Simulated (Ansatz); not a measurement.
# Si3Sn2: what a guessed cell relaxes into

Aim: relax a trial structure of Si3Sn2 and see where it ends, then test the end with a random kick.

Program: Ansatz 0.2.0. Level of theory: DFT PBE, scalar-relativistic, plane waves, PAW. These are calculated values, not measurements.

## Step 1: The structure to begin with

Symmetry: R-3m, No. 166, trigonal system. The conventional cell has a = 3.064 Å, b = 3.064 Å, c = 37.530 Å, α = 90.00°, β = 90.00°, γ = 120.00°. Around Si (site symmetry 3m) lie 9 Si at 3.06 Å and 3 Sn at 3.06 Å. Si (site symmetry -3m) is surrounded by 6 Sn at 3.06 Å and 6 Si at 3.06 Å. Sn (site symmetry 3m) has 6 Si at 3.06 Å and 6 Sn at 3.06 Å as nearest neighbours.

Structure file:

```cif
data_structure
_symmetry_space_group_name_H-M 'P 1'
_symmetry_Int_Tables_number 1
_cell_length_a 12.6345
_cell_length_b 12.6345
_cell_length_c 12.6345
_cell_angle_alpha 13.931
_cell_angle_beta 13.931
_cell_angle_gamma 13.931
_cell_volume 101.73
loop_
_atom_site_label
_atom_site_type_symbol
_atom_site_fract_x
_atom_site_fract_y
_atom_site_fract_z
_atom_site_occupancy
Si1 Si 0.20000 0.20000 0.20000 1
Si2 Si 0.80000 0.80000 0.80000 1
Si3 Si 0.00000 0.00000 0.00000 1
Sn1 Sn 0.40000 0.40000 0.40000 1
Sn2 Sn 0.60000 0.60000 0.60000 1
```

The start is an ordering of an alloy on its end members' structure types: elements ordered on the sites of the Co type, Si/Sn on Co (R-3m, No. 166).

## Step 2: The guess as it stands, on a coarse mesh

File input.yaml:

```yaml
crystal:
  lattice:
    - [1.53215622, 0.8845908, 12.51000312]
    - [-1.53215622, 0.8845908, 12.51000312]
    - [0.0, -1.76918161, 12.51000312]
  atoms:
    - { symbol: Si, position: [0.2, 0.2, 0.2] }
    - { symbol: Si, position: [0.8, 0.8, 0.8] }
    - { symbol: Si, position: [0.0, 0.0, 0.0] }
    - { symbol: Sn, position: [0.4, 0.4, 0.4] }
    - { symbol: Sn, position: [0.6, 0.6, 0.6] }
basis:
  ecutwfc: 420
kpoints:
  mp_grid: { grid: [6, 6, 6] }
hamiltonian:
  xc: pbe
scf:
  occupations: { method: gaussian, width: 0.1 }
  lower_state_search: "off"
output:
  forces: true
  stress: true
  eigenvalues: true
```

On the command line:

```
ansatz run input.yaml --threads 1 --pin off --max-ram 2560MiB --backend cpu --events-out ev --progress --plain --runs-dir out
```

Further runs follow: a loose first relaxation; full relaxation; reference for the kick test; random kick, then relaxation.

**Question.** What will these runs give? Wanted: conventional cell; volume; energy over the elements, grey Sn; gap on the mesh.

The runs gave:

| quantity | value |
| --- | --- |
| symmetry at the end (tolerance 0.05 Å) | space group R-3m (No. 166) |
| conventional cell | a = 3.885 Å, b = 3.885 Å, c = 25.064 Å, α = 90.00°, β = 90.00°, γ = 120.00° |
| volume | 21.85 Å³/atom |
| energy over the elements, grey Sn | +0.29 eV/atom |
| gap on the mesh | none (metal) |

The space group R-3m (No. 166) is kept, and the volume per atom grows by 7.4 % from the first guess. With a positive formation energy it can't be a ground state. The kick test gives no clear verdict at this accuracy.
